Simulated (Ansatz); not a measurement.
## CuO: single point with PBE

Crystal: CuO.

```xyz
4
Lattice="3.1755 0.0000 0.0000 0.0000 3.1755 0.0000 0.0000 0.0000 4.6495" Properties=species:S:1:pos:R:3 pbc="T T T"
Cu    0.0000    0.0000    0.0000
Cu    1.5877    1.5877    0.0000
O     1.5877    0.0000    1.2414
O     0.0000    1.5877    3.4081
```

The cell was built by a generator and needn't be a form met in nature.

```json
{
  "Program": "Ansatz 0.2.0",
  "Task": "single point",
  "Functional": "PBE",
  "Potentials or basis": "Ansatz PAW",
  "Cutoff": "420 eV (not typed: the program's choice for these potentials)",
  "k mesh": "8 × 8 × 6",
  "Occupations": "fermi-dirac, width 0.05 eV",
  "Spin": "no spin polarisation"
}
```

- Pressure: 16.8 GPa
- Largest force: 0.903 eV/Å
- Band gap on the k mesh: none (metal or under the smearing width)

Forces in eV/Å, atoms in the order of the input:
```
Cu   0.000  0.000  0.000
Cu   0.000  0.000  0.000
O    0.000  0.000 -0.903
O    0.000  0.000  0.903
```

Stress tensor (GPa, compression positive):
```
29.31  0.00  0.00
 0.00 29.31  0.00
 0.00  0.00 -8.33
```

Levels at points of the mesh, in eV from the Fermi level:
```csv
k point,band 21,band 22,band 23,band 24,band 25,band 26,band 27,band 28,band 29,band 30
"(0.00, 0.00, 0.00)",-1.07,-1.07,-0.48,-0.33,0.43,0.43,1.12,6.48,10.91,10.91
"(0.00, 0.00, -0.50)",-0.96,-0.96,-0.75,-0.48,0.26,0.26,2.72,5.63,10.90,10.90
"(0.00, -0.50, 0.00)",-2.31,-2.31,-0.25,-0.25,-0.01,-0.01,5.25,5.25,10.61,10.61
"(0.00, -0.50, -0.50)",-2.35,-2.35,0.03,0.03,0.10,0.10,5.08,5.08,9.72,9.72
"(-0.50, -0.50, 0.00)",-1.64,-1.64,-1.54,-1.54,-0.40,-0.40,5.59,5.59,9.26,9.26
"(-0.50, -0.50, -0.50)",-1.77,-1.77,-1.64,-1.64,-0.29,-0.29,6.50,6.50,9.25,9.25
```

It took 8.5 s on 2 threads of AMD EPYC (Zen 3), with other jobs on the host, peak memory 0.39 GiB.

Caveat: so large a pressure means that the cell lies far from this level's equilibrium, or that cutoff or potentials fall short; the pressure holds a Pulay correction of +0.7 GPa for the finite cutoff; the run has no spin polarisation, though such a crystal can be magnetic; semilocal functionals often make such compounds metallic where correlation or magnetic order opens a gap, which also shifts bond lengths. With open d or f shells a metallic result of PBE can be an artefact of self-interaction; +U or a hybrid may open a gap.
